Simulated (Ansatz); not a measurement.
Relax this structure to zero stress and force, keeping its symmetry:

```xyz
3
Lattice="3.3589 0.0000 0.0000 -1.6794 2.9089 0.0000 0.0000 0.0000 5.5243" Properties=species:S:1:pos:R:3 pbc="T T T"
Ti    0.0000    0.0000    0.0000
S     0.0000    1.9392    1.4291
S     1.6794    0.9696    4.0952
```

Theory: DFT PBEsol, scalar-relativistic, plane waves, PAW in Ansatz 0.2.0.

Cutoff 420 eV; k points 12×12×8 on the computed 3-atom cell (Γ-centred); Gaussian smearing, width 0.10 eV; no spin polarisation.

Problem. What does it relax to?

Solution. The volume goes up by 0.27 Å³/atom to 18.26 Å³/atom, and the energy falls by 1.4 meV/atom. Final structure:
```cif
data_structure
_symmetry_space_group_name_H-M 'P-3m1'
_symmetry_Int_Tables_number 164
_cell_length_a 3.3491
_cell_length_b 3.3491
_cell_length_c 5.6397
_cell_angle_alpha 90.000
_cell_angle_beta 90.000
_cell_angle_gamma 120.000
_cell_volume 54.78
loop_
_atom_site_label
_atom_site_type_symbol
_atom_site_symmetry_multiplicity
_atom_site_Wyckoff_symbol
_atom_site_fract_x
_atom_site_fract_y
_atom_site_fract_z
_atom_site_occupancy
Ti1 Ti 1 a 0.00000 0.00000 0.00000 1
S1 S 2 d 0.33333 0.66667 0.25281 1
```

The cell holds layers, and where no dispersion correction was added their binding is poorly described.

Cost: 1 run of about 0.53 core-minutes, on Arm Neoverse V1 (shared hosts).